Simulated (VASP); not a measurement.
# PbO (Litharge) (P4/nmm) in VASP: further runs, part 2 of 2

VASP 6.6.1.

## 3. Single point, HSE(alpha, omega)

File POSCAR:

```
PbO
1.0
    3.9900000000      0.0000000000      0.0000000000
    0.0000000000      3.9900000000      0.0000000000
    0.0000000000      0.0000000000      5.0100000000
Pb O
2 2
Direct
    0.5000000000      0.0000000000      0.7600000000
    0.0000000000      0.5000000000      0.2400000000
    0.5000000000      0.5000000000      0.0000000000
    0.0000000000      0.0000000000      0.0000000000
```

File INCAR.step1:

```
ALGO = Normal
EDIFF = 1E-5
ENCUT = 520
GGA = PE
ISIF = 2
ISMEAR = -1
LASPH = True
LREAL = False
LWAVE = True
NBANDS = 28
NELM = 80
PREC = Accurate
SIGMA = 0.05
```

File INCAR.step2:

```
AEXX = 0.4
ALGO = Normal
EDIFF = 1E-7
ENCUT = 520
GGA = PE
HFSCREEN = 0.2
ISIF = 2
ISMEAR = -1
ISTART = 1
LASPH = True
LCHARG = False
LHFCALC = True
LREAL = False
LWAVE = False
NBANDS = 28
NELM = 80
PREC = Accurate
PRECFOCK = Fast
SIGMA = 0.05
```

File KPOINTS:

```
k-points
0
Gamma
  4 4 3
```

Potentials or basis: VASP PAW PBE potentials, release 64 (Pb_d, O).

Started as:

```
> cat potpaw_PBE.64/Pb_d/POTCAR potpaw_PBE.64/O/POTCAR > POTCAR
> cp INCAR.step1 INCAR
> mpirun -np 1 vasp_std > vasp.out
> cp INCAR.step2 INCAR
> mpirun -np 1 vasp_std > vasp.out
```

OUTCAR:

```text
AEXX = 0.4
   EDIFF = 1E-7
   ENCUT = 520
   GGA = PE
   HFSCREEN = 0.2
   ISIF = 2
   ISMEAR = -1
   ISTART = 1
   LASPH = True
   LHFCALC = True
   LREAL = False
   NELM = 80
   PREC = Accurate
   PRECFOCK = Fast

 ion  position               nearest neighbor table
   1  0.500  0.000  0.760-   3 2.33   4 2.33   3 2.33   4 2.33   2 3.71   2 3.71   2 3.71   2 3.71
                             2 3.84   2 3.84   2 3.84   2 3.84
   2  0.000  0.500  0.240-   3 2.33   4 2.33   4 2.33   3 2.33   1 3.71   1 3.71   1 3.71   1 3.71
                             1 3.84   1 3.84   1 3.84   1 3.84
   3  0.500  0.500  0.000-   1 2.33   2 2.33   1 2.33   2 2.33
   4  0.000  0.000  0.000-   1 2.33   2 2.33   2 2.33   1 2.33

  LATTYP: Found a simple tetragonal cell.
 ALAT       =     3.9900000000
 C/A-ratio  =     1.2556390977

  Lattice vectors:

 A1 = (   3.9900000000,   0.0000000000,   0.0000000000)
 A2 = (   0.0000000000,   3.9900000000,   0.0000000000)
 A3 = (   0.0000000000,   0.0000000000,   5.0100000000)

Analysis of symmetry for initial positions (statically):
=====================================================================
 Subroutine PRICEL returns:
 Original cell was already a primitive cell.

 Routine SETGRP: Setting up the symmetry group for a
 simple tetragonal supercell.

 Subroutine GETGRP returns: Found 16 space group operations
 (whereof  8 operations were pure point group operations)
 out of a pool of 16 trial point group operations.

The static configuration has the point symmetry D_2d.
 The point group associated with its full space group is D_4h.

Analysis of symmetry for dynamics (positions and initial velocities):
=====================================================================
 Subroutine PRICEL returns:
 Original cell was already a primitive cell.

 Routine SETGRP: Setting up the symmetry group for a
 simple tetragonal supercell.

 Subroutine GETGRP returns: Found 16 space group operations
 (whereof  8 operations were pure point group operations)
 out of a pool of 16 trial point group operations.

The dynamic configuration has the point symmetry D_2d.
 The point group associated with its full space group is D_4h.

 Subroutine INISYM returns: Found 16 space group operations
 (whereof  8 operations are pure point group operations),
 and found     1 'primitive' translations

----------------------------------------------------------------------------------------

                                     Primitive cell

  volume of cell :      79.7597

  direct lattice vectors                    reciprocal lattice vectors
     3.990000000  0.000000000  0.000000000     0.250626566  0.000000000  0.000000000
     0.000000000  3.990000000  0.000000000     0.000000000  0.250626566  0.000000000
     0.000000000  0.000000000  5.010000000     0.000000000  0.000000000  0.199600798

  length of vectors
     3.990000000  3.990000000  5.010000000     0.250626566  0.250626566  0.199600798

  position of ions in fractional coordinates (direct lattice)
     0.500000000  0.000000000  0.760000000
     0.000000000  0.500000000  0.240000000
     0.500000000  0.500000000  0.000000000
     0.000000000  0.000000000  0.000000000

  ion indices of the primitive-cell ions
   primitive index   ion index
                 1           1
                 2           2
                 3           3
[... 43 lines left out ...]
   number of dos      NEDOS =    301   number of ions     NIONS =      4
   total plane-waves  NPLWV =  36000
   dimension x,y,z NGX =    30 NGY =   30 NGZ =   40
   dimension x,y,z NGXF=    60 NGYF=   60 NGZF=   80
   ions per type =               2   2
   NGX,Y,Z   is equivalent  to a cutoff of  12.50, 12.50, 13.27 a.u.
   NGXF,Y,Z  is equivalent  to a cutoff of  25.00, 25.00, 26.55 a.u.
 SYSTEM =  unknown system
   PREC   = accura    normal or accurate (medium, high low for compatibility)
   ISTART =      1    job   : 0-new  1-cont  2-samecut
   ICHARG =      0    charge: 1-file 2-atom 10-const
   ISPIN  =      1    spin polarized calculation?
   LNONCOLLINEAR =      F non collinear calculations
   LSORBIT =      F    spin-orbit coupling
   LASPH  =      T    aspherical Exc in radial PAW
   ENCUT  =  520.0 eV  38.22 Ry    6.18 a.u.   7.42  7.42  9.32*2*pi/ulx,y,z
   NELM   =     80;   NELMIN=  2; NELMDL=  0     # of ELM steps
   EDIFF  = 0.1E-06   stopping-criterion for ELM
   LREAL  =      F    real-space projection
   EDIFFG = 0.1E-05   stopping-criterion for IOM
   NSW    =      0    number of steps for IOM
   IBRION =     -1    ionic relax: 0-MD 1-quasi-New 2-CG
   NFREE  =      0    steps in history (QN), initial steepest desc. (CG)
   ISIF   =      2    stress and relaxation
   ISYM   =      3    0-nonsym 1-usesym 2-fastsym
   POTIM  = 0.5000    time-step for ionic-motion
   TEBEG  =    0.0;   TEEND  =   0.0 temperature during run
   PSTRESS=    0.0 pullay stress
   NELECT =      40.0000    total number of electrons
   NUPDOWN=      -1.0000    fix difference up-down
   EMIN   =  10.00;   EMAX   =-10.00  energy-range for DOS
   EFERMI =   0.00;   METHOD = LEGACY
   ISMEAR =    -1;   SIGMA  =   0.05  broadening in eV -4-tet -1-fermi 0-gaus
   EFERMI_NEDOS =   21; number of points for ismear=-14 and -15
   IALGO  =     38    algorithm
   IMIX   =      1    mixing-type and parameters
     AMIX     =   0.40;   BMIX     =  1.00
     AMIX_MAG =   1.60;   BMIX_MAG =  1.00
  volume/ion in A,a.u.               =      19.94       134.56
  Fermi-wavevector in a.u.,A,eV,Ry     =   1.300670  2.457909 23.017539  1.691741
  Thomas-Fermi vector in A             =   2.431853
   LORBIT       =      0    0 simple, 1 ext, 2 COOP (PROOUT), +10 PAW based schemes
   GGA     = PE    functional components
   LHFCALC =     T    Hartree Fock is set to
   PRECFOCK=fast      Normal, Fast or Accurate (Low or Medium for compatibility)
   ENCUT4O =  -1.0   cutoff for four orbital integrals eV
   NKREDX  =     1    reduce k-point grid by
   NKREDY  =     1    reduce k-point grid by
   NKREDZ  =     1    reduce k-point grid by
   AEXX    =    0.4000 exact exchange contribution
   HFSCREEN=    0.2000 screening length (either q_TF or 0.3 A-1)
   HFSCREENC=   0.2000 screening length for correlation (either q_TF or 0.3 A-1)
   ENCUTFOCK=  -1.0 apply spherical cutoff to Coloumb kernel
   IVDW    =     0    specifies the selected vdW correction
   LEPSILON=     F    determine dielectric tensor
   LRPA    =     F    only Hartree local field effects (RPA)
 non-spin polarized calculation
  energy-cutoff  :      520.00
  volume of cell :       79.76
 maximum number of plane-waves:      2186
 NGX is ok and might be reduce to    30
  NGX = 16; NGY = 16; NGZ = 20

 number of electron      39.9999999 magnetization

 Free energy of the ion-electron system (eV)
  ---------------------------------------------------
  ext. energy  EPLUGINS =         0.00000000
  ---------------------------------------------------
  free energy    TOTEN  =       -29.72180098 eV

  energy without entropy =      -29.72180098  energy(sigma->0) =      -29.72180098

 E-fermi :   5.3075     XC(G=0):  -7.0829

 val. band max:        4.2326194648   @ k =   0.0000   0.0000   0.0000
 cond. band min:       6.4981739626   @ k =   0.5000   0.5000   0.0000
 fundamental gap:      2.2655544978
 Fermi energy:         5.3074746784

 k-point     1 :       0.0000    0.0000    0.0000
  band No.  band energies     occupation
      1     -17.3743      2.00000
      2     -16.6684      2.00000
      3     -14.2817      2.00000
      4     -14.2817      2.00000
      5     -14.2302      2.00000
      6     -14.1951      2.00000
[... 361 lines left out ...]
     27      16.3856      0.00000
     28      16.3856      0.00000

------------------------ aborting loop because EDIFF is reached ----------------------------------------

  FORCE on cell =-STRESS in cart. coord.  units (eV):
  Direction    XX          YY          ZZ          XY          YZ          ZX
  --------------------------------------------------------------------------------------
  -------------------------------------------------------------------------------------
  Total       -1.4579501     -1.4579501     -1.2484683      0.0000000      0.0000000      0.0000000
  in kB      -29.2866517    -29.2866517    -25.0786739      0.0000000      0.0000000      0.0000000
  external PRESSURE =     -27.8839924 kB  Pullay stress =       0.0000000 kB

 VOLUME and BASIS-vectors are now :
 -----------------------------------------------------------------------------
  energy-cutoff  :      520.00
  volume of cell :       79.76
      direct lattice vectors                 reciprocal lattice vectors
     3.990000000  0.000000000  0.000000000     0.250626566  0.000000000  0.000000000
     0.000000000  3.990000000  0.000000000     0.000000000  0.250626566  0.000000000
     0.000000000  0.000000000  5.010000000     0.000000000  0.000000000  0.199600798

 POSITION                                       TOTAL-FORCE (eV/Angst)
 -----------------------------------------------------------------------------------
      1.99500      0.00000      3.80760         0.000000     -0.000000      0.934064
      0.00000      1.99500      1.20240         0.000000      0.000000     -0.934064
      1.99500      1.99500      0.00000        -0.000000      0.000000      0.000000
      0.00000      0.00000      0.00000         0.000000      0.000000      0.000000
 -----------------------------------------------------------------------------------
    total drift:                               -0.000000      0.000000      0.000000

  FREE ENERGIE OF THE ION-ELECTRON SYSTEM (eV)
  ---------------------------------------------------
  free  energy   TOTEN  =       -29.7218009762 eV

  energy  without entropy=      -29.7218009762  energy(sigma->0) =      -29.72180098
```

Run time: 9 min. Hardware: 1 thread of Intel Xeon 6975P-C (Granite Rapids), shared host; peak memory 0.3 GiB.

What came out:

* Free energy: -29.7218 eV
* Pressure: -2.8 GPa
* Largest force: 0.934 eV/Å
* Band gap on the k mesh: 2.27 eV, indirect (least direct gap 3.86 eV)

Forces on the atoms (eV/Å):
```
Pb   0.000  0.000  0.934
Pb   0.000  0.000 -0.934
O    0.000  0.000  0.000
O    0.000  0.000  0.000
```

Caveat: the PAW data sets were made with another functional, which shifts forces and pressure a little; spin-orbit coupling is left out, which as a rule narrows the gap of such compounds by several tenths of an eV; an odd mesh through Γ misses points on the zone boundary, where band edges often lie.
